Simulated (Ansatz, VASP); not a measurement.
## Two plane-wave programs on BeS

```
CELL_PARAMETERS angstrom
0.00000 2.39223 2.39223
2.39223 0.00000 2.39223
2.39223 2.39223 0.00000
ATOMIC_POSITIONS crystal
Be 0.00000 0.00000 0.00000
S 0.75000 0.75000 0.75000
```

Change from the starting cell: volume scaled by 0.96, PAW files.

Alike in both runs: task electric field gradients; functional PBE; k mesh 9 × 9 × 9; occupations fermi-dirac, width 0.02 eV; no spin polarisation.

```csv
,VASP,Ansatz
version,VASP 6.6.1,Ansatz 0.2.0
potentials or method,"VASP PAW PBE potentials, release 64 (Be, S)","PAW with Ansatz's default frozen-core files, scalar-relativistic"
plane-wave cutoff (eV),520,420
valence electrons in the cell,8,8
```

```tsv
	VASP	Ansatz	Ansatz less VASP
gap on the k mesh at the Fermi level (eV)	3.11	3.11	-0.001
pressure (GPa)	5.9	5.9	0.00
Vzz of the field gradient on the site that differs most (V/Å²)	0.0	0.0	0.00
```

The functional is the same, so the differences come from potentials, cutoffs and numerics.

Caveats: an odd mesh through Γ misses points on the zone boundary, where band edges often lie.
